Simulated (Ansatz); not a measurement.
## How the functional changes AlN (COD cell start)

The compound was started in one structure type and brought to zero pressure at each level (plane-wave PAW code Ansatz, Gaussian smearing of 0.05 eV, scalar-relativistic unless SOC, spin–orbit coupling, is named).

The start was a cell as deposited in COD.

The cell at PBEsol (neighbours within 15 % of each site's shortest distance, so a longer bond may be listed from one end only): It takes space group Fm-3m (No. 225, cubic). Conventional cell: a = 4.045 Å, b = 4.045 Å, c = 4.045 Å, α = 90.00°, β = 90.00°, γ = 90.00°. Around Al (site symmetry m-3m) lie 6 N at 2.02 Å. Around N (site symmetry m-3m) lie 6 Al at 2.02 Å.

```tsv
level	cutoff (eV)	k-mesh	final group	a (Å)	V (Å³/atom)	gap (eV)	B0 (GPa)	E_f (eV/atom)
PBEsol	420	14×14×14	Fm-3m	4.045	8.27	4.55	262	-1.37
PBE	420	14×14×14	Fm-3m	4.071	8.43	4.44	252	-1.20
```

Volumes against PBE: PBEsol −1.9 %. PBEsol < PBE is the usual order of volumes: a stronger gradient correction lowers the energy of inhomogeneous, expanded densities and so lengthens the bonds (here 0.6 % in length from PBEsol to PBE, a third of the change in volume). Of these two, the larger cell is the softer: stretching the PBEsol crystal to the PBE volume along its own (Murnaghan) curve would take its modulus to B0 (V0/V)^B0′ = 262 × (8.27/8.43)^4.2 = 242 GPa, against 252 GPa found, so volume alone would soften it more than is found. The formation energy spans 0.17 eV/atom over the functionals (PBEsol lowest, PBE highest); the spread holds the functional's effect on the elements as well as on the compound.

All functionals run on datasets generated with PBE. The gaps are differences of one-electron levels. E_f is the formation energy from the elements run alike, at 0 K, without zero-point energy or any correction for the binding of gas molecules; it is good to about 0.01 eV/atom as a calculation.

All runs used the PAW datasets of the set soft_2.
